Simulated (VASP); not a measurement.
# AlP (F-43m) in VASP: further runs

The runs below take AlP through single point, with PBEsol.

Program: VASP 6.6.1. These are calculated values, not measurements. Logs are shortened: lines on timing, memory, paths and dates and some standing lists are left out, and cuts for length are marked.

**Measured values to compare with.**

From a printed reference work, data compilation, for a bulk crystal of AlP at 4.2 K: band gap 2.505 eV (indirect).

The runs below are set against these values where they give the same quantity.

## (1) The cell of the first run

The structure is cubic, space group F-43m (No. 216). Conventional cell: a = 5.470 Å, b = 5.470 Å, c = 5.470 Å, α = 90.00°, β = 90.00°, γ = 90.00°. Within 3.1 Å of Al (site symmetry -43m) lie 4 P at 2.37 Å. Within 3.1 Å of P (site symmetry -43m) lie 4 Al at 2.37 Å.

## (2) Single point, PBEsol

The input, INCAR:

```
PREC     = Accurate       # precision mode
ENCUT    = 500            # plane-wave cutoff, eV
EDIFF    = 1E-6           # SCF threshold, eV
ISMEAR   = 0              # smearing method
SIGMA    = 0.02           # smearing width, eV
LREAL    = False          # projectors in reciprocal space
LASPH    = True           # aspherical terms in the spheres
NELM     = 120            # most SCF steps
ALGO     = Normal         # electronic algorithm
ISIF     = 2              # what is computed and relaxed
LWAVE    = False          # write WAVECAR
LCHARG   = True           # write CHGCAR
GGA      = PS             # functional
LELF     = True           # ELF
LVHAR    = True         
NBANDS   = 11             # bands
GGA_COMPAT= False
```

The input, KPOINTS:

```
regular mesh
0
Gamma
  8 8 8
```

The input, POSCAR:

```
AlP
1.0
    0.0000000000      2.7351727418      2.7351727418
    2.7351727418      0.0000000000      2.7351727418
    2.7351727418      2.7351727418      0.0000000000
Al P
1 1
Direct
    0.0000000000      0.0000000000      0.0000000000
    0.7500000000      0.7500000000      0.7500000000
```

Potentials or basis: VASP PAW PBE potentials, release 64 (Al, P).

Started as:

```bash
cat potpaw_PBE.64/Al/POTCAR potpaw_PBE.64/P/POTCAR > POTCAR
mpirun -np 1 vasp_std > vasp.out
```

OUTCAR:

```text
PREC = Accurate
   ENCUT = 500
   EDIFF = 1E-6
   ISMEAR = 0
   LREAL = False
   LASPH = True
   NELM = 120
   ISIF = 2
   GGA = PS

 ion  position               nearest neighbor table
   1  0.000  0.000  0.000-   2 2.37   2 2.37   2 2.37   2 2.37
   2  0.750  0.750  0.750-   1 2.37   1 2.37   1 2.37   1 2.37

  LATTYP: Found a face centered cubic cell.
 ALAT       =     5.4703454836

  Lattice vectors:

 A1 = (   0.0000000000,   2.7351727418,   2.7351727418)
 A2 = (   2.7351727418,   0.0000000000,   2.7351727418)
 A3 = (   2.7351727418,   2.7351727418,   0.0000000000)

Analysis of symmetry for initial positions (statically):
=====================================================================
 Subroutine PRICEL returns:
 Original cell was already a primitive cell.

 Routine SETGRP: Setting up the symmetry group for a
 face centered cubic supercell.

 Subroutine GETGRP returns: Found 24 space group operations
 (whereof 24 operations were pure point group operations)
 out of a pool of 48 trial point group operations.

The static configuration has the point symmetry T_d .

Analysis of symmetry for dynamics (positions and initial velocities):
=====================================================================
 Subroutine PRICEL returns:
 Original cell was already a primitive cell.

 Routine SETGRP: Setting up the symmetry group for a
 face centered cubic supercell.

 Subroutine GETGRP returns: Found 24 space group operations
 (whereof 24 operations were pure point group operations)
 out of a pool of 48 trial point group operations.

The dynamic configuration has the point symmetry T_d .

 Subroutine INISYM returns: Found 24 space group operations
 (whereof 24 operations are pure point group operations),
 and found     1 'primitive' translations

----------------------------------------------------------------------------------------

                                     Primitive cell

  volume of cell :      40.9246

  direct lattice vectors                    reciprocal lattice vectors
     0.000000000  2.735172742  2.735172742    -0.182803811  0.182803811  0.182803811
     2.735172742  0.000000000  2.735172742     0.182803811 -0.182803811  0.182803811
     2.735172742  2.735172742  0.000000000     0.182803811  0.182803811 -0.182803811

  length of vectors
     3.868118387  3.868118387  3.868118387     0.316625488  0.316625488  0.316625488

  position of ions in fractional coordinates (direct lattice)
     0.000000000  0.000000000  0.000000000
     0.750000000  0.750000000  0.750000000

  ion indices of the primitive-cell ions
   primitive index   ion index
                 1           1
                 2           2

----------------------------------------------------------------------------------------

 KPOINTS: regular mesh

Automatic generation of k-mesh.
 Grid dimensions read from file:
 generate k-points for:    8    8    8

 Generating k-lattice:

  Cartesian coordinates                     Fractional coordinates (reciprocal lattice)
    -0.022850476  0.022850476  0.022850476     0.125000000  0.000000000  0.000000000
     0.022850476 -0.022850476  0.022850476     0.000000000  0.125000000  0.000000000
     0.022850476  0.022850476 -0.022850476     0.000000000  0.000000000  0.125000000

  Length of vectors
     0.039578186  0.039578186  0.039578186

  Shift w.r.t. Gamma in fractional coordinates (k-lattice)
     0.000000000  0.000000000  0.000000000

 Subroutine IBZKPT returns following result:
 ===========================================

 Found     29 irreducible k-points:

 Following reciprocal coordinates:
            Coordinates               Weight
  0.000000  0.000000  0.000000      1.000000
  0.125000  0.000000  0.000000      8.000000
  0.250000  0.000000  0.000000      8.000000
  0.375000  0.000000  0.000000      8.000000
  0.500000  0.000000  0.000000      4.000000
  0.125000  0.125000  0.000000      6.000000
[... 16 lines left out ...]
  0.500000  0.250000  0.125000     48.000000
 -0.375000  0.250000  0.125000     24.000000
 [... further k-points ...]
   k-points           NKPTS =     29   k-points in BZ     NKDIM =     29   number of bands    NBANDS=     11
   number of dos      NEDOS =    301   number of ions     NIONS =      2
   total plane-waves  NPLWV =  21952
   dimension x,y,z NGX =    28 NGY =   28 NGZ =   28
   dimension x,y,z NGXF=    56 NGYF=   56 NGZF=   56
   ions per type =               1   1
   NGX,Y,Z   is equivalent  to a cutoff of  12.03, 12.03, 12.03 a.u.
   NGXF,Y,Z  is equivalent  to a cutoff of  24.07, 24.07, 24.07 a.u.
 SYSTEM =  unknown system
   PREC   = accura    normal or accurate (medium, high low for compatibility)
   ISTART =      0    job   : 0-new  1-cont  2-samecut
   ICHARG =      2    charge: 1-file 2-atom 10-const
   ISPIN  =      1    spin polarized calculation?
   LNONCOLLINEAR =      F non collinear calculations
   LSORBIT =      F    spin-orbit coupling
   LASPH  =      T    aspherical Exc in radial PAW
   ENCUT  =  500.0 eV  36.75 Ry    6.06 a.u.   7.05  7.05  7.05*2*pi/ulx,y,z
   NELM   =    120;   NELMIN=  2; NELMDL= -5     # of ELM steps
   EDIFF  = 0.1E-05   stopping-criterion for ELM
   LREAL  =      F    real-space projection
   EDIFFG = 0.1E-04   stopping-criterion for IOM
   NSW    =      0    number of steps for IOM
   IBRION =     -1    ionic relax: 0-MD 1-quasi-New 2-CG
   NFREE  =      0    steps in history (QN), initial steepest desc. (CG)
   ISIF   =      2    stress and relaxation
   ISYM   =      2    0-nonsym 1-usesym 2-fastsym
   POTIM  = 0.5000    time-step for ionic-motion
   TEBEG  =    0.0;   TEEND  =   0.0 temperature during run
   PSTRESS=    0.0 pullay stress
   NELECT =       8.0000    total number of electrons
   NUPDOWN=      -1.0000    fix difference up-down
   EMIN   =  10.00;   EMAX   =-10.00  energy-range for DOS
   EFERMI =   0.00;   METHOD = LEGACY
   ISMEAR =     0;   SIGMA  =   0.02  broadening in eV -4-tet -1-fermi 0-gaus
   EFERMI_NEDOS =   21; number of points for ismear=-14 and -15
   IALGO  =     38    algorithm
   IMIX   =      4    mixing-type and parameters
     AMIX     =   0.40;   BMIX     =  1.00
     AMIX_MAG =   1.60;   BMIX_MAG =  1.00
  volume/ion in A,a.u.               =      20.46       138.09
  Fermi-wavevector in a.u.,A,eV,Ry     =   0.950116  1.795459 12.282263  0.902721
  Thomas-Fermi vector in A             =   2.078463
   LORBIT       =      0    0 simple, 1 ext, 2 COOP (PROOUT), +10 PAW based schemes
   GGA     = PS    functional components
   LHFCALC =     F    Hartree Fock is set to
   AEXX    =    0.0000 exact exchange contribution
   IVDW    =     0    specifies the selected vdW correction
   LEPSILON=     F    determine dielectric tensor
   LRPA    =     F    only Hartree local field effects (RPA)
 non-spin polarized calculation
 Gauss-broadening in eV      SIGMA  =   0.02
  energy-cutoff  :      500.00
  volume of cell :       40.92
 maximum number of plane-waves:      1056
   NGX = 15   NGY = 15   NGZ = 15

 number of electron       8.0000000 magnetization

 Free energy of the ion-electron system (eV)
  ---------------------------------------------------
  ext. energy  EPLUGINS =         0.00000000
  ---------------------------------------------------
  free energy    TOTEN  =       -10.99516480 eV

  energy without entropy =      -10.99516480  energy(sigma->0) =      -10.99516480

 E-fermi :   4.5810     XC(G=0):  -9.3432

 val. band max:        4.4834243130   @ k =   0.0000   0.0000   0.0000
 cond. band min:       5.9328746154   @ k =   0.5000   0.5000   0.0000
 fundamental gap:      1.4494503024
 Fermi energy:         4.5810342083

 k-point     1 :       0.0000    0.0000    0.0000
  band No.  band energies     occupation
      1      -7.0116      2.00000
      2       4.4834      2.00000
      3       4.4834      2.00000
      4       4.4834      2.00000
      5       7.6390      0.00000
      6       8.9877      0.00000
      7       8.9877      0.00000
      8       8.9877      0.00000
      9      13.2792      0.00000
     10      13.2792      0.00000
     11      14.5393      0.00000

 k-point     2 :       0.1250    0.0000    0.0000
  band No.  band energies     occupation
      1      -6.8391      2.00000
      2       3.2436      2.00000
      3       4.3345      2.00000
      4       4.3345      2.00000
      5       8.0815      0.00000
      6       9.2712      0.00000
      7       9.2712      0.00000
      8       9.4862      0.00000
      9      12.7694      0.00000
     10      12.7694      0.00000
     11      15.1814      0.00000

 k-point     3 :       0.2500    0.0000    0.0000
  band No.  band energies     occupation
      1      -6.3533      2.00000
      2       1.2870      2.00000
      3       4.0395      2.00000
      4       4.0395      2.00000
      5       7.7085      0.00000
      6       9.5716      0.00000
      7       9.5716      0.00000
      8      11.2901      0.00000
      9      12.7387      0.00000
     10      12.7387      0.00000
     11      14.6383      0.00000

 k-point     4 :       0.3750    0.0000    0.0000
  band No.  band energies     occupation
      1      -5.6991      2.00000
      2      -0.3580      2.00000
      3       3.8043      2.00000
      4       3.8043      2.00000
      5       7.3313      0.00000
      6       9.3752      0.00000
      7       9.3752      0.00000
      8      12.4675      0.00000
      9      14.1340      0.00000
     10      14.1340      0.00000
     11      14.9359      0.00000
[... 239 lines left out ...]
 k-point    22 :       0.3750    0.2500    0.1250
  band No.  band energies     occupation
      1      -5.9420      2.00000
      2       0.9678      2.00000
      3       2.5705      2.00000
      4       3.5639      2.00000
      5       8.2516      0.00000
      6       9.2209      0.00000
      7       9.8391      0.00000
      8      11.2285      0.00000
      9      12.7431      0.00000
     10      15.1929      0.00000
     11      17.2580      0.00000

 k-point    23 :       0.5000    0.2500    0.1250
  band No.  band energies     occupation
      1      -5.3427      2.00000
      2      -0.1450      2.00000
      3       2.0011      2.00000
      4       3.1768      2.00000
      5       8.3450      0.00000
      6       9.1876      0.00000
      7      10.4355      0.00000
      8      11.5154      0.00000
      9      13.8726      0.00000
     10      15.7091      0.00000
     11      17.1852      0.00000

 k-point    24 :      -0.3750    0.2500    0.1250
  band No.  band energies     occupation
      1      -5.0137      2.00000
      2      -0.7072      2.00000
      3       1.8663      2.00000
      4       2.9879      2.00000
      5       8.3422      0.00000
      6       8.9185      0.00000
      7      11.3032      0.00000
      8      12.0946      0.00000
      9      13.3854      0.00000
     10      15.8217      0.00000
     11      17.1349      0.00000

 [... further k-points ...]
[... 5 lines left out ...]
  --------------------------------------------------------------------------------------
  -------------------------------------------------------------------------------------
  Total        0.0105530      0.0105530      0.0105530      0.0000000      0.0000000      0.0000000
  in kB        0.4131435      0.4131435      0.4131435      0.0000000      0.0000000      0.0000000
  external PRESSURE =       0.4131435 kB  Pullay stress =       0.0000000 kB

 VOLUME and BASIS-vectors are now :
 -----------------------------------------------------------------------------
  energy-cutoff  :      500.00
  volume of cell :       40.92
      direct lattice vectors                 reciprocal lattice vectors
     0.000000000  2.735172742  2.735172742    -0.182803811  0.182803811  0.182803811
     2.735172742  0.000000000  2.735172742     0.182803811 -0.182803811  0.182803811
     2.735172742  2.735172742  0.000000000     0.182803811  0.182803811 -0.182803811

 POSITION                                       TOTAL-FORCE (eV/Angst)
 -----------------------------------------------------------------------------------
      0.00000      0.00000      0.00000        -0.000000     -0.000000     -0.000000
      4.10276      4.10276      4.10276         0.000000      0.000000      0.000000
 -----------------------------------------------------------------------------------
    total drift:                               -0.000000     -0.000000     -0.000000

  FREE ENERGIE OF THE ION-ELECTRON SYSTEM (eV)
  ---------------------------------------------------
  free  energy   TOTEN  =       -10.9951648032 eV

  energy  without entropy=      -10.9951648032  energy(sigma->0) =      -10.99516480
```

It used 15 s of CPU time on 1 thread of AMD EPYC 7R13 Processor (Zen 3) (shared host).

Results:

```
Free energy            : -10.9952 eV
Pressure               : 0.0 GPa
Band gap on the k mesh : 1.45 eV, indirect (least direct gap 3.16 eV)
```

Levels at points of the mesh, in eV from the valence-band top:
```
           k point  band 2  band 3  band 4  band 5  band 6  band 7
(0.00, 0.00, 0.00)    0.00    0.00    0.00    3.16    4.50    4.50
(0.50, 0.00, 0.00)   -5.56   -0.76   -0.76    2.71    4.75    4.75
(0.50, 0.50, 0.00)   -5.32   -2.11   -2.11    1.45    2.37   10.94
```

Caveat: the PAW data sets were made with another functional, which shifts forces and pressure a little.

## (3) Single point, PBEsol (strained)

The input, INCAR:

```
  PREC = Accurate
  ENCUT = 500
  EDIFF = 1E-6
  ISMEAR = 0
  SIGMA = 0.02
  LREAL = False
  LASPH = True
  NELM = 120
  ALGO = Normal
  ISIF = 2
  LWAVE = False
  LCHARG = False
  GGA = PS
  NBANDS = 11
  GGA_COMPAT = False
```

The input, KPOINTS:

```
Automatic mesh
0
Gamma
  8 8 8
```

The input, POSCAR:

```
AlP
1.0
    0.0000000000      2.6693001900      2.6693001900
    2.6693001900      0.0000000000      2.6693001900
    2.6693001900      2.6693001900      0.0000000000
Al P
1 1
Direct
    0.0000000000      0.0000000000      0.0000000000
    0.7500000000      0.7500000000      0.7500000000
```

Potentials or basis: VASP PAW PBE potentials, release 64 (Al, P).

Started as:

```bash
cat potpaw_PBE.64/Al/POTCAR potpaw_PBE.64/P/POTCAR > POTCAR
mpirun -np 1 vasp_std > vasp.out
```

Run time: 14 s. Hardware: 1 thread of Intel Xeon 8259CL, shared host; peak memory 0.15 GiB.

It converged, with:

```
Free energy            : -10.9314 eV
Pressure               : 7.4 GPa
Band gap on the k mesh : 1.30 eV, indirect (least direct gap 3.56 eV)
```

Levels at points of the mesh, in eV from the valence-band top:
```tsv
k point	band 1	band 2	band 3	band 4	band 5	band 6	band 7	band 8	band 9
(0.00, 0.00, 0.00)	-11.93	0.00	0.00	0.00	3.78	4.60	4.60	4.60	8.88
(0.50, 0.00, 0.00)	-10.06	-5.90	-0.81	-0.81	2.98	4.76	4.76	8.26	11.73
(0.50, 0.50, 0.00)	-9.32	-5.58	-2.27	-2.27	1.30	2.34	11.57	11.57	12.37
```

Caveat: the cell differs from its parent crystal (strained); the PAW data sets were made with another functional, which shifts forces and pressure a little.

## (4) Comparison with measurements

Step 2. Measured gap of AlP: 2.505 eV (indirect; 4.2 K; a printed reference work, data compilation). This calculation gives 1.45 eV (-1.06 eV). The value is that of PBEsol on a finite k mesh, which can miss the band edges, without temperature or zero-point motion. Semilocal functionals fall short of measured gaps as a rule.
